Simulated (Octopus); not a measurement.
## CaO under changes of volume

One of the cells (13.886 Å³/atom); the others are scaled copies at fixed shape and fractional positions:

```xyz
2
Lattice="0.0000 2.4036 2.4036 2.4036 0.0000 2.4036 2.4036 2.4036 0.0000" Properties=species:S:1:pos:R:3 pbc="T T T"
Ca    0.0000    0.0000    0.0000
O     2.4036    2.4036    2.4036
```

The cell is a database's computed one.

```yaml
Program: Octopus 16.4
Functional: PBEsol
Potentials_or_basis: pseudodojo_pbesol (PseudoDojo 0.4, PBEsol)
Grid_spacing: 0.131 Å
k_mesh: 10 × 10 × 10
Occupations: fermi-dirac, width 0.05 eV
Spin: no spin polarisation
```

| volume (Å³/atom) | energy over the lowest point (meV/atom) | gap on the mesh (eV) |
| --- | --- | --- |
| 13.052 | ? | ? |
| 13.330 | 1.05 | 3.54 |
| 13.608 | 0.00 | 3.55 |
| 13.886 | 3.02 | 3.56 |
| 14.163 | 9.18 | 3.57 |
| 14.441 | 16.80 | 3.57 |
| 14.719 | 29.14 | 3.57 |

What does the run at 13.052 Å³/atom give?

Energy over the lowest point 6.65 meV/atom; gap on the mesh 3.53 eV.

Worked out: A Birch-Murnaghan fit of order 3 (a polynomial in V^(-2/3)) to the other rows has its minimum at 13.52 Å³/atom with B0 = V·E''(V) = 93 GPa (rough, since the energies scatter). It gives 4.96 meV/atom at 13.052 Å³/atom, against the run's 6.65. A straight line through the other rows of the gap, of slope 0.319 eV per unit of ln V, extrapolates to 3.54 eV, against the run's 3.53.

Energies are extrapolated to zero smearing.

A mesh can miss the band edges.
